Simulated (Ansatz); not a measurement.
InAs:

```
In As
1.0
     4.73122    0.00000    0.00000
    -2.36561    4.09736    0.00000
     0.00000    0.00000    2.91089
In As
1 1
Cartesian
  0.0000 0.0000 0.0000
  2.3656 1.3658 0.0000
```

The cell was built by a generator and needn't be a form met in nature.

```yaml
Program: Ansatz 0.2.0
Task: relaxation of cell and atoms
Functional: PBEsol0
Potentials_or_basis: Ansatz PAW
Cutoff: "420 eV (not typed: the program's choice for these potentials)"
k_mesh: 4 × 4 × 5
Occupations: fermi-dirac, width 0.05 eV
Spin: no spin polarisation
```

At the start: volume 28.21 Å³/atom.

Where does the relaxation end?

It ends after 5 steps and the volume is 27.22 Å³/atom (-3.5 %); space group P-6m2 (No. 187, to 0.05 Å).

Step by step:
| step | energy change (eV) | largest force (eV/Å) | volume (Å³) |
| --- | --- | --- | --- |
| 1 | 0.0000 | 0.0000 | 56.43 |
| 2 | -0.0372 | 0.0000 | 53.80 |
| 3 | -0.0404 | 0.0000 | 54.63 |
| 4 | -0.0407 | 0.0000 | 54.44 |
| 5 | -0.0403 | 0.0000 | 54.44 |

Final structure:
```
In As
1.0
     4.73880    0.00000    0.00000
    -2.36940    4.10392    0.00000
     0.00000    0.00000    2.79936
In As
1 1
Direct
  0.00000 0.00000 0.00000
  0.66667 0.33333 0.00000
```

Caveat: the k mesh is coarse (spacing up to 0.43 Å⁻¹), so the values aren't converged, least of all with exact exchange; the plane-wave basis is chosen anew once the cell has moved, so the energies of steps on either side of that aren't comparable; the PAW data sets come from PBE, with cores solved anew for the run's functional, which leaves a small shift of forces and pressure.
